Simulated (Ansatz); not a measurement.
**Au in Ansatz: the effect of functional**

Crystal: Au.

```
CELL_PARAMETERS angstrom
1.42066 -2.57286 0.00000
1.42066 2.57286 0.00000
0.00000 0.00000 4.92558
ATOMIC_POSITIONS crystal
Au 0.33467 0.66533 0.25000
Au 0.66533 0.33467 0.75000
```

This isn't the form of Au at room conditions, which is fcc.

The cell isn't the ideal one: volume scaled by 1.02.

Alike in all runs:

* Program: Ansatz 0.2.0
* Task: single point
* Potentials or basis: Ansatz PAW
* k mesh: 11 × 11 × 6
* Occupations: fermi-dirac, width 0.05 eV
* Spin: no spin polarisation

| functional | cutoff | pressure (GPa) |
| --- | --- | --- |
| LDA | 420 eV (not typed: the program's choice for these potentials) | ? |
| PBEsol | 420 eV (not typed: the program's choice for these potentials) | -7.9 |
| r2SCAN | 500 eV (not typed: the program's choice for these potentials) | -3.2 |

Problem. What does the run with functional LDA give?

Solution. Pressure -12.1 GPa.

Caveats: the PAW data sets come from PBE, with cores solved anew for the run's functional, which leaves a small shift of forces and pressure.
